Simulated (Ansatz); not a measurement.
Set up this calculation in Ansatz 0.2.0, as the native input.

```
Task                : single point
Functional          : PBE
Potentials or basis : Ansatz PAW
Cutoff              : 420 eV (not typed: the program's choice for these potentials)
k mesh              : 10 × 10 × 10
Occupations         : gaussian, width 0.011 eV
Spin                : no spin polarisation
```

The system is MoS2.

```
Mo S
1.0
     1.58000    0.91221    6.15000
    -1.58000    0.91221    6.15000
     0.00000   -1.82443    6.15000
Mo S
1 2
Cartesian
  0.0000 0.0000 0.0000
  0.0000 0.0000 7.6936
  0.0000 0.0000 4.6125
```

Measurements of this composition are mostly on another form, of space group No. 194.

One way to write it, as run:

input.yaml

```yaml
crystal:
  lattice:
    - [1.58, 0.9122134253, 6.15]
    - [-1.58, 0.9122134253, 6.15]
    - [0.0, -1.8244268506, 6.15]
  atoms:
    - { symbol: Mo, position: [0.0, 0.0, 0.0] }
    - { symbol: S, position: [0.417, 0.417, 0.417] }
    - { symbol: S, position: [0.25, 0.25, 0.25] }
hamiltonian:
  xc: pbe
  pseudopotentials: { kind: paw }
kpoints:
  mp_grid: { grid: [10, 10, 10] }
scf:
  occupations: { method: gaussian, width: 0.011 }
output:
  forces: true
  stress: true
  eigenvalues: true
```

Potentials or basis: Ansatz PAW.

Launch:

```sh
$ ansatz run input.yaml --threads 2 --pin off --max-ram 5632MiB --backend cpu --events-out ev --progress --plain --runs-dir out
```

Results of the run:

```json
{
 "Pressure": "5.4 GPa",
 "Largest force": "0.521 eV/Å",
 "Band gap on the k mesh": "0.95 eV, indirect (least direct gap 1.96 eV)"
}
```

Run time: 13 s on 2 threads of Intel(R) Xeon(R) Processor @ 2.50GHz (Skylake/Cascade Lake), on a shared host, peak memory 0.43 GiB.
